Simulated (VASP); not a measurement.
# V (P6_3/mmc) in VASP: settings compared, part 2 of 2

VASP 6.6.1. Earlier steps stand in the parts before.

## 3. Single point, PBEsol

Contents of INCAR:

```
SYSTEM = V
ALGO = Normal
EDIFF = 1E-6
ENCUT = 900
GGA = PS
ISIF = 2
ISMEAR = 0
LASPH = .True.
LCHARG = .False.
LREAL = .False.
LWAVE = .False.
NBANDS = 20
NELM = 100
PREC = Accurate
SIGMA = 0.1
```

Contents of KPOINTS:

```
k-points
0
Gamma
  18 18 10
  0 0 0
```

Contents of POSCAR:

```
V
1.0
    2.5733900000      0.0000000000      0.0000000000
   -1.2866900000      2.2286200000      0.0000000000
    0.0000000000      0.0000000000      4.6451000000
V
2
Direct
    0.3333300000      0.6666700000      0.2500000000
    0.6666700000      0.3333300000      0.7500000000
```

Potentials or basis: VASP PAW PBE potentials, release 64 (V_sv).

Launch:

```console
$ cat potpaw_PBE.64/V_sv/POTCAR > POTCAR
$ mpirun -np 1 vasp_std > vasp.out
```

OUTCAR:

```text
SYSTEM = V
   EDIFF = 1E-6
   ENCUT = 900
   GGA = PS
   ISIF = 2
   ISMEAR = 0
   LASPH = .True.
   LREAL = .False.
   NELM = 100
   PREC = Accurate

 ion  position               nearest neighbor table
   1  0.333  0.667  0.250-   2 2.76   2 2.76   2 2.76   2 2.76   2 2.76   2 2.76
   2  0.667  0.333  0.750-   1 2.76   1 2.76   1 2.76   1 2.76   1 2.76   1 2.76

  LATTYP: Found a hexagonal cell.
 ALAT       =     2.5733900000
 C/A-ratio  =     1.8050509250

  Lattice vectors:

 A1 = (   2.5733900000,   0.0000000000,   0.0000000000)
 A2 = (  -1.2866900000,   2.2286200000,   0.0000000000)
 A3 = (   0.0000000000,   0.0000000000,   4.6451000000)

Analysis of symmetry for initial positions (statically):
=====================================================================
 Subroutine PRICEL returns:
 Original cell was already a primitive cell.

 Routine SETGRP: Setting up the symmetry group for a
 hexagonal supercell.

 Subroutine GETGRP returns: Found  8 space group operations
 (whereof  4 operations were pure point group operations)
 out of a pool of 24 trial point group operations.

The static configuration has the point symmetry C_2h.
 The point group associated with its full space group is D_2h.

Analysis of symmetry for dynamics (positions and initial velocities):
=====================================================================
 Subroutine PRICEL returns:
 Original cell was already a primitive cell.

 Routine SETGRP: Setting up the symmetry group for a
 hexagonal supercell.

 Subroutine GETGRP returns: Found  8 space group operations
 (whereof  4 operations were pure point group operations)
 out of a pool of 24 trial point group operations.

The dynamic configuration has the point symmetry C_2h.
 The point group associated with its full space group is D_2h.

 Subroutine INISYM returns: Found  8 space group operations
[... 113 lines left out ...]
   EFERMI_NEDOS =   21; number of points for ismear=-14 and -15
   IALGO  =     38    algorithm
   IMIX   =      4    mixing-type and parameters
     AMIX     =   0.40;   BMIX     =  1.00
     AMIX_MAG =   1.60;   BMIX_MAG =  1.00
  volume/ion in A,a.u.               =      13.32        89.89
  Fermi-wavevector in a.u.,A,eV,Ry     =   1.623879  3.068687 35.878340  2.636984
  Thomas-Fermi vector in A             =   2.717257
   LORBIT       =      0    0 simple, 1 ext, 2 COOP (PROOUT), +10 PAW based schemes
   GGA     = PS    functional components
   LHFCALC =     F    Hartree Fock is set to
   AEXX    =    0.0000 exact exchange contribution
   IVDW    =     0    specifies the selected vdW correction
   LEPSILON=     F    determine dielectric tensor
   LRPA    =     F    only Hartree local field effects (RPA)
 non-spin polarized calculation
 Gauss-broadening in eV      SIGMA  =   0.10
  energy-cutoff  :      900.00
  volume of cell :       26.64
 maximum number of plane-waves:      1666
 NGX is ok and might be reduce to    28
   NGX = 13   NGY = 13   NGZ = 23

 number of electron      25.9999999 magnetization

 Free energy of the ion-electron system (eV)
  ---------------------------------------------------
  ext. energy  EPLUGINS =         0.00000000
  ---------------------------------------------------
  free energy    TOTEN  =       -18.74311813 eV

  energy without entropy =      -18.72675044  energy(sigma->0) =      -18.73493429

 E-fermi :  10.0673     XC(G=0): -13.1030

 val. band max:       10.0578013366   @ k =  -0.2222   0.2222   0.4000
 cond. band min:      10.0687394858   @ k =   0.4444   0.1111   0.2000
 fundamental gap:      0.0109381491
 Fermi energy:        10.0673493285

 k-point     1 :       0.0000    0.0000    0.0000
  band No.  band energies     occupation
      1     -53.6870      2.00000
      2     -53.5552      2.00000
      3     -27.9411      2.00000
      4     -27.1971      2.00000
      5     -27.0625      2.00000
      6     -27.0624      2.00000
[... 541 lines left out ...]
     19      13.1363      0.00000
     20      14.5733      0.00000

 [... further k-points ...]

------------------------ aborting loop because EDIFF is reached ----------------------------------------

  FORCE on cell =-STRESS in cart. coord.  units (eV):
  Direction    XX          YY          ZZ          XY          YZ          ZX
  --------------------------------------------------------------------------------------
  -------------------------------------------------------------------------------------
  Total        0.0196061      0.0197305      0.0029685      0.0001079      0.0000000      0.0000000
  in kB        1.1791371      1.1866235      0.1785283      0.0064871      0.0000000      0.0000000
  external PRESSURE =       0.8480963 kB  Pullay stress =       0.0000000 kB

 VOLUME and BASIS-vectors are now :
 -----------------------------------------------------------------------------
  energy-cutoff  :      900.00
  volume of cell :       26.64
      direct lattice vectors                 reciprocal lattice vectors
     2.573390000  0.000000000  0.000000000     0.388592479  0.224353213  0.000000000
    -1.286690000  2.228620000  0.000000000     0.000000000  0.448708169  0.000000000
     0.000000000  0.000000000  4.645100000     0.000000000  0.000000000  0.215280618

 POSITION                                       TOTAL-FORCE (eV/Angst)
 -----------------------------------------------------------------------------------
     -0.00001      1.48575      1.16128        -0.000036      0.000021      0.000000
      1.28671      0.74287      3.48383         0.000036     -0.000021     -0.000000
 -----------------------------------------------------------------------------------
    total drift:                               -0.000000      0.000000      0.000000

  FREE ENERGIE OF THE ION-ELECTRON SYSTEM (eV)
  ---------------------------------------------------
  free  energy   TOTEN  =       -18.7431181301 eV

  energy  without entropy=      -18.7267504425  energy(sigma->0) =      -18.73493429
```

Run time: 2.8 min. Hardware: 1 thread of Intel Xeon 6975P-C (Granite Rapids), shared host; peak memory 0.6 GiB.

Results:

```
Free energy            : -18.7431 eV
Pressure               : 0.1 GPa
Band gap on the k mesh : none (metal or under the smearing width)
```

Stress tensor (GPa, compression positive):
```
0.12 0.00 0.00
0.00 0.12 0.00
0.00 0.00 0.02
```

Levels at points of the mesh, in eV from the Fermi level:
| k point | band 11 | band 12 | band 13 | band 14 | band 15 | band 16 |
| --- | --- | --- | --- | --- | --- | --- |
| (0.00, 0.00, 0.00) | -0.59 | -0.12 | 0.32 | 0.32 | 0.66 | 0.66 |
| (0.50, 0.00, 0.00) | -2.88 | -0.38 | -0.15 | 0.33 | 0.59 | 3.11 |
| (0.50, 0.50, 0.00) | -2.88 | -0.38 | -0.15 | 0.33 | 0.59 | 3.12 |
| (0.00, 0.00, 0.50) | -1.05 | -1.05 | 0.36 | 0.36 | 0.36 | 0.36 |
| (0.50, 0.00, 0.50) | -1.90 | -1.90 | 1.70 | 1.70 | 1.73 | 1.73 |
| (0.50, 0.50, 0.50) | -1.90 | -1.90 | 1.70 | 1.70 | 1.73 | 1.73 |

Caveat: the PAW data sets were made with another functional, which shifts forces and pressure a little.

## 4. Single point, r2SCAN

Contents of INCAR:

```
SYSTEM = V
ALGO = Normal
EDIFF = 1E-6
ENCUT = 520
ISIF = 2
ISMEAR = 0
LASPH = .True.
LCHARG = .False.
LMIXTAU = .True.
LREAL = .False.
LWAVE = .False.
METAGGA = R2SCAN
NBANDS = 20
NELM = 100
PREC = Accurate
SIGMA = 0.1
```

KPOINTS is that of step 3.

POSCAR is that of step 3.

Launch:

```console
$ cat potpaw_PBE.64/V_sv/POTCAR > POTCAR
$ mpirun -np 1 vasp_std > vasp.out
```

Run time: 6.9 min. Hardware: 1 thread of Intel Xeon 6975P-C (Granite Rapids), shared host; peak memory 0.33 GiB.

Results (log left out):

| Quantity | Value |
| --- | --- |
| Free energy | -27.7189 eV |
| Pressure | 4.3 GPa |
| Band gap on the k mesh | none (metal or under the smearing width) |

Stress tensor (GPa, compression positive):
```
4.73 0.00 0.00
0.00 4.73 0.00
0.00 0.00 3.50
```

Levels at points of the mesh, in eV from the Fermi level:
| k point | band 11 | band 12 | band 13 | band 14 | band 15 | band 16 |
| --- | --- | --- | --- | --- | --- | --- |
| (0.00, 0.00, 0.00) | -0.67 | -0.40 | 0.37 | 0.37 | 0.73 | 0.73 |
| (0.50, 0.00, 0.00) | -2.97 | -0.34 | -0.32 | 0.30 | 0.78 | 3.38 |
| (0.50, 0.50, 0.00) | -2.97 | -0.34 | -0.32 | 0.30 | 0.78 | 3.38 |
| (0.00, 0.00, 0.50) | -1.20 | -1.20 | 0.42 | 0.42 | 0.42 | 0.42 |
| (0.50, 0.00, 0.50) | -1.99 | -1.99 | 1.66 | 1.66 | 1.92 | 1.92 |
| (0.50, 0.50, 0.50) | -1.99 | -1.99 | 1.66 | 1.66 | 1.92 | 1.92 |

Caveat: the PAW data sets were made with another functional, which shifts forces and pressure a little.

## 5. The runs side by side

```tsv
level	cutoff (eV)	smearing	gap on the mesh (eV)	pressure (GPa)
PBEsol	520	gaussian 0.5 eV	none	1.6
PBEsol	900	gaussian 0.1 eV	none	0.1
r2SCAN	520	gaussian 0.1 eV	none	4.3
```

Alike in all rows: task single point; potentials or basis VASP PAW PBE potentials, release 64 (V_sv); no spin polarisation; cell as given; k mesh 18 × 18 × 10.

Every run on the cell as given and a fine mesh finds a metal. The pressure there spans 0.1 GPa (PBEsol) to 4.3 GPa (r2SCAN); a positive pressure means that this level wants a larger cell, a negative one a smaller.

Caveats: the PAW data sets were made with another functional, which shifts forces and pressure a little.

Absolute energies hang on the potentials; compare differences alone.
